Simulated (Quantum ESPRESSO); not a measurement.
FeSi2 (Linzhiite) in Quantum ESPRESSO: the effect of target pressure

The system is FeSi2 (Linzhiite).

```
Fe Si
1.0
     2.68400    0.00000    0.00000
     0.00000    2.68400    0.00000
     0.00000    0.00000    5.12800
Fe Si
1 2
Direct
  0.00000 0.00000 0.00000
  0.50000 0.50000 0.73000
  0.50000 0.50000 0.27000
```

Alike in all runs:

```yaml
Program: Quantum ESPRESSO 7.5
Task: relaxation of cell and atoms
Functional: PBEsol
Potentials_or_basis: GBRV 1.5 PBEsol
Cutoff: 871 eV
Density_cutoff: 7007 eV
k_mesh: 7 × 7 × 4
Occupations: fermi-dirac, width 0.05 eV
Spin: collinear spin, ferromagnetic start
Starting_moments: "[3.0, 0.0, 0.0] μB"
```

Each run relaxes the cell or the atoms first.

```tsv
target pressure	relaxed volume (Å³/atom)	moment (μB)
0 GPa	12.21	0.11
2 GPa	12.09	0.10
5 GPa	11.92	0.09
10 GPa	?	?
```

What does the run with target pressure 10 GPa give?

Relaxed volume 11.66 Å³/atom; moment 0.05 μB.

Worked out: A straight line through the other rows of the relaxed volume, of slope -0.0579 Å³/atom per GPa, extrapolates to 11.63 Å³/atom, against the run's 11.66. A straight line through the other rows of the moment, of slope -0.00395 μB per GPa, extrapolates to 0.07 μB, against the run's 0.05.
